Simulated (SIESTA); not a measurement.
Here is a SIESTA 5.4.2 calculation.

The input SnO2.fdf:

```
SystemName                      SnO2
SystemLabel                     SnO2
NumberOfSpecies                 2
NumberOfAtoms                   6
%block ChemicalSpeciesLabel
  1  50 Sn
  2   8 O
%endblock ChemicalSpeciesLabel

LatticeConstant                 1.0 Ang
%block LatticeVectors
    -2.0000686112     2.0000686112     5.1236788559
     2.0000686112    -2.0000686112     5.1236788559
     2.0000686112     2.0000686112    -5.1236788559
%endblock LatticeVectors
AtomicCoordinatesFormat         Fractional
%block AtomicCoordinatesAndAtomicSpecies
     0.0000000000     0.0000000000     0.0000000000  1  Sn
     0.7500000000     0.2500000000     0.5000000000  1  Sn
     0.5465225900     0.0465225900     0.5000000000  2  O
     0.2034774100     0.2034774100     0.0000000000  2  O
     0.9534774100     0.4534774100     0.5000000000  2  O
     0.7965225900     0.7965225900     0.0000000000  2  O
%endblock AtomicCoordinatesAndAtomicSpecies

%block kgrid.MonkhorstPack
    9   0   0  0.0
    0   9   0  0.0
    0   0   9  0.0
%endblock kgrid.MonkhorstPack
XC.Functional                   LDA
XC.Authors                      PW92
PAO.BasisSize                   DZP
PAO.EnergyShift                 0.003 Ry
Mesh.Cutoff                     800 Ry
OccupationFunction              FD
ElectronicTemperature           0.05 eV
MaxSCFIterations                120
SCF.MustConverge                false
SCF.Mixer.Method                Pulay
SCF.Mixer.Weight                0.25
SCF.Mixer.History               8
SCF.DM.Tolerance                5.0e-05
SCF.H.Tolerance                 1.0e-03 eV
WriteForces                     true
Charge.Mulliken                 end
BandLinesScale                  ReciprocalLatticeVectors
%block BandLines
    1    0.000000   0.000000   0.000000  \Gamma
   13   -0.500000   0.500000   0.000000  X
    2   -0.500000   0.500000  -0.076190  Y
    8   -0.288095   0.288095  -0.288095  S
   11    0.000000   0.000000   0.000000  \Gamma
    7    0.500000   0.500000  -0.500000  Z
    8    0.288095   0.711905  -0.711905  S1
    4    0.000000   0.500000  -0.500000  N
    9   -0.250000   0.750000  -0.250000  P
    4    0.076190   0.923810  -0.500000  Y1
   11    0.500000   0.500000  -0.500000  Z
    1   -0.500000   0.500000   0.000000  X
    4   -0.250000   0.750000  -0.250000  P
%endblock BandLines
%block PAO.Basis
  Sn 4
  n=5 0 2
    6.393 0.000
  n=5 1 2
    8.565 0.000
  n=4 2 2
    3.767 0.000
  n=5 2 1
    8.565
%endblock PAO.Basis
```

Potentials or basis: PseudoDojo 0.4 standard (LDA files), DZP (energy shift 0.003 Ry; two zetas on semicore shells).

Launch:

```console
$ siesta < SnO2.fdf > SnO2.out 2>&1
```

Q: Predict the band gap on the k mesh.

A: 1.28 eV, indirect (least direct gap 1.62 eV).

Q: Estimate the band gap along the path.

A: 1.28 eV, indirect (least direct gap 1.62 eV).

Q: What does it give for the largest force?

A: 0.129 eV/Å.

Stress tensor (GPa, compression positive):
```
2.25 0.00 0.00
0.00 2.25 0.00
0.00 0.00 1.50
```

Caveat: spin-orbit coupling is left out, which moves the levels of the heavy elements; the basis of atomic orbitals isn't converged, which shifts pressures, moduli and gaps. Expect the measured gap to be larger: semilocal functionals such as LDA lack the derivative discontinuity.
